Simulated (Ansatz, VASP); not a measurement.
**Two plane-wave programs on Bi**

Contents of INCAR:

```
SYSTEM = Bi
  ALGO = Normal
  EDIFF = 1E-7
  EDIFFG = -0.01
  ENCUT = 600
  GGA = PE
  IBRION = 2
  ISIF = 3
  ISMEAR = -1
  LASPH = .TRUE.
  LCHARG = .FALSE.
  LREAL = .FALSE.
  LWAVE = .FALSE.
  NELM = 100
  NSW = 100
  PREC = Accurate
  SIGMA = 0.05
```

File KPOINTS:

```
k-points
0
G
  6 6 6
  0 0 0
```

The input POSCAR:

```
Bi
1.0
    2.2675000000      1.3091417354      3.9380000000
   -2.2675000000      1.3091417354      3.9380000000
    0.0000000000     -2.6182834708      3.9380000000
Bi
2
Direct
    0.2265312100      0.2274869400      0.2403358500
    0.7688458000      0.7901793900      0.7739823800
```

Input for Ansatz:

```yaml
crystal:
  lattice:
    - [2.2675, 1.3091417354, 3.938]
    - [-2.2675, 1.3091417354, 3.938]
    - [0.0, -2.6182834708, 3.938]
  atoms:
    - { symbol: Bi, position: [0.22653121, 0.22748694, 0.24033585] }
    - { symbol: Bi, position: [0.7688458, 0.79017939, 0.77398238] }
kpoints:
  mp_grid: { grid: [6, 6, 6] }
scf:
  occupations: { method: fermi_dirac, width: 0.05 }
hamiltonian:
  xc: pbe
  pseudopotentials: { kind: paw }
output:
  forces: true
  stress: true
  efg: { contact_densities: true }
  write_density: true
  write_potential: true
  elf: true
  volumetric_format: npy
relax:
  f_tol: 0.01
  max_steps: 80
  cell: {}
```

Alike in both runs: task relaxation of cell and atoms; functional PBE; k mesh 6 × 6 × 6; occupations fermi-dirac, width 0.05 eV; no spin polarisation.

|  | VASP | Ansatz |
| --- | --- | --- |
| version | VASP 6.6.1 | Ansatz 0.2.0 |
| potentials or method | VASP PAW PBE potentials, release 64 (Bi_d) | PAW with Ansatz's default frozen-core files, scalar-relativistic |
| plane-wave cutoff (eV) | 600 | 420 |
| valence electrons in the cell | 30 | 30 |

```csv
,VASP,Ansatz,Ansatz less VASP
relaxed volume (Å³/atom),36.99,37.05,+0.066
relaxed cell length with the largest relative difference (Å),4.825,4.845,+0.0197
energy change over the relaxation (meV/atom),-63,-63,+0.2
```

Ansatz warned: «gradients_without_spin_orbit».

 Zero-point motion and thermal expansion aren't in these numbers. PBE usually gives volumes a little too large and moduli too small.
